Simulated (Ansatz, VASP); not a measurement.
**Al2Cu: VASP beside Ansatz**

Contents of INCAR:

```
ALGO = Normal
EDIFF = 1E-6
ENCUT = 520
GGA = PS
ISIF = 2
ISMEAR = 0
LASPH = T
LCHARG = T
LELF = T
LREAL = F
LVHAR = T
LWAVE = F
NBANDS = 16
NELM = 100
PREC = Accurate
SIGMA = 0.1
```

Contents of KPOINTS:

```
k-points
0
Gamma
  14 14 14
```

File POSCAR:

```
Al2Cu
1.0
   -1.9579762715      1.9579762715      2.7922474198
    1.9579762715     -1.9579762715      2.7922474198
    1.9579762715      1.9579762715     -2.7922474198
Al Cu
2 1
Direct
    0.7500000000      0.2500000000      0.5000000000
    0.2500000000      0.7500000000      0.5000000000
    0.5000000000      0.5000000000      0.0000000000
```

Input for Ansatz:

```yaml
crystal:
  lattice:
    - [-1.9579762715, 1.9579762715, 2.7922474198]
    - [1.9579762715, -1.9579762715, 2.7922474198]
    - [1.9579762715, 1.9579762715, -2.7922474198]
  atoms:
    - { symbol: Al, position: [0.75, 0.25, 0.5] }
    - { symbol: Al, position: [0.25, 0.75, 0.5] }
    - { symbol: Cu, position: [0.5, 0.5, 0.0] }
basis:
  ecutwfc: 420
kpoints:
  mp_grid: { grid: [14, 14, 14] }
hamiltonian:
  xc: pbesol
scf:
  occupations: { method: gaussian, width: 0.1 }
output:
  forces: true
  stress: true
  eigenvalues: true
```

Alike in both runs: task single point; functional PBEsol; k mesh 14 × 14 × 14; occupations gaussian, width 0.1 eV; no spin polarisation.

```csv
,VASP,Ansatz
version,VASP 6.6.1,Ansatz 0.2.0
potentials or method,"VASP PAW PBE potentials, release 64 (Al, Cu)","scalar-relativistic, plane waves, PAW"
plane-wave cutoff (eV),520,420
valence electrons in the cell,17,25
```

Ansatz gave:

```
gap on the k mesh at the Fermi level (eV)       : none
pressure (GPa)                                  : 11.8
largest component of the traceless stress (GPa) : 0.69
```

Task: What did VASP give for the same quantities?

Result: gap on the k mesh at the Fermi level (eV): none; pressure (GPa): 12.0; largest component of the traceless stress (GPa): 0.70.

A gap of «none» marks a metal or a gap that the smearing closes. The two sets of potentials don't hold the same shells in valence.

Caveats: the PAW data sets were made with another functional, which shifts forces and pressure a little (VASP).
